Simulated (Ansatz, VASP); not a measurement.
Given: the input of a run of Ansatz 0.2.0 on Sn.

input.yaml

```yaml
crystal:
  lattice:
    - [-2.029189411, 2.029189411, 1.6607599896]
    - [2.029189411, -2.029189411, 1.6607599896]
    - [2.029189411, 2.029189411, -1.6607599896]
  atoms:
    - { symbol: Sn, position: [0.0, 0.0, 0.0] }
hamiltonian:
  xc: pbe
  pseudopotentials: { kind: paw }
kpoints:
  mp_grid: { grid: [10, 10, 10] }
scf:
  occupations: { method: fermi_dirac, width: 0.05 }
output:
  forces: true
  stress: true
  eigenvalues: true
relax:
  f_tol: 0.01
  max_steps: 40
  cell: { stress_tol: 0.05 }
```

Potentials or basis: Ansatz PAW.

Run with:

```sh
$ ansatz run input.yaml --threads 2 --pin off --max-ram 5632MiB --backend cpu --events-out ev --progress --plain --runs-dir out
```

**Question.** Translate it to VASP 6.6.1. Potentials there: VASP PAW PBE potentials, release 64 (Sn_d).

**Answer.** As run (the cutoff follows the program's own potentials):

INCAR

```
PREC = Accurate
ENCUT = 600
EDIFF = 1E-6
ISMEAR = -1
SIGMA = 0.05
LREAL = False
LASPH = True
NELM = 80
ALGO = Fast
ISIF = 3
LWAVE = False
LCHARG = False
GGA = PE
IBRION = 2
NSW = 60
EDIFFG = -0.01
```

KPOINTS

```
Automatic mesh
0
Gamma
  10 10 10
```

POSCAR

```
Sn
1.0
   -2.0291894110      2.0291894110      1.6607599896
    2.0291894110     -2.0291894110      1.6607599896
    2.0291894110      2.0291894110     -1.6607599896
Sn
1
Direct
    0.0000000000      0.0000000000      0.0000000000
```

Potentials or basis: VASP PAW PBE potentials, release 64 (Sn_d).

Run with:

```sh
$ cat potpaw_PBE.64/Sn_d/POTCAR > POTCAR
$ mpirun -np 1 vasp_std > vasp.out
```

Both were run:

|  | VASP | Ansatz | Ansatz less VASP |
| --- | --- | --- | --- |
| gap on the k mesh at the Fermi level, each at its own relaxed structure (eV) | none | none | - |
| relaxed volume (Å³/atom) | 27.73 | 27.81 | +0.082 |
| relaxed cell length with the largest relative difference (Å) | 3.327 | 3.331 | +0.0033 |
| energy change over the relaxation (meV/atom) | -2 | -2 | -0.1 |

A gap of «none» marks a metal or a gap that the smearing closes.

Caveats: the plane-wave basis is chosen anew once the cell has moved, so the energies of steps on either side of that aren't comparable (Ansatz).
